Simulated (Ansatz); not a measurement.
# Comparing deformations in SnSe2

These are results of Ansatz, DFT PBE, scalar-relativistic, plane waves, PAW, not measurements. The runs took a 420 eV cutoff, a Γ-centred 12×12×4 mesh and Gaussian smearing (0.05 eV). No spin polarisation. Energies are free energies at this smearing, counted from the undisturbed cell; pressure is positive in compression.

Reference structure (relaxed at this level):

```
Sn Se
1.0
     3.87175    0.00000    0.00000
    -1.93587    3.35303    0.00000
     0.00000    0.00000    6.98802
Sn Se
1 2
Direct
  0.00000 0.00000 0.00000
  0.33333 0.66667 0.22815
  0.66667 0.33333 0.77185
```

The cell holds layers and no dispersion correction was added, so their binding is poorly described.

The cell is strained by ε times a Voigt pattern (xx, yy, zz, yz, xz, xy; engineering shear) with fractional coordinates fixed. τ = (1/V0) dE/dε comes from the stress tensor. Of each scan, only the three points used here are listed.

| pattern | ε | τ (GPa) |
| --- | --- | --- |
| (1, 0, 0, 0, 0, 0) | -0.0250 | -2.68 |
| (1, 0, 0, 0, 0, 0) | 0.0000 | -0.01 |
| (1, 0, 0, 0, 0, 0) | 0.0250 | 2.15 |
| (1, 1, 0, 0, 0, 0) | -0.0150 | -4.13 |
| (1, 1, 0, 0, 0, 0) | 0.0000 | -0.02 |
| (1, 1, 0, 0, 0, 0) | 0.0150 | 3.60 |

Which constants do the scans give, and which deformation costs least for the same size of strain tensor?

The slope dτ/dε at zero (parabola through three points) is pᵀCp: (1, 0, 0, 0, 0, 0) gives C11 = 97 GPa; (1, 1, 0, 0, 0, 0) gives C11 + C22 + 2 C12 = 257 GPa. The size of the strain tensor, ε:ε, is ε² times 1.0, 2.0. Per unit of it the stiffnesses are 97, 129 GPa, so (1, 0, 0, 0, 0, 0) is the softest of these: at ε:ε = (1 %)² the quadratic term costs 0.91 meV/atom against 1.21 for the stiffest. These are clamped-ion values.

Forces appear on the atoms along this scan, and letting them relax would lower the energy and soften the response.

Cost: 19 runs of about 3.6 core-minutes in all, on Arm Neoverse V2 (shared hosts).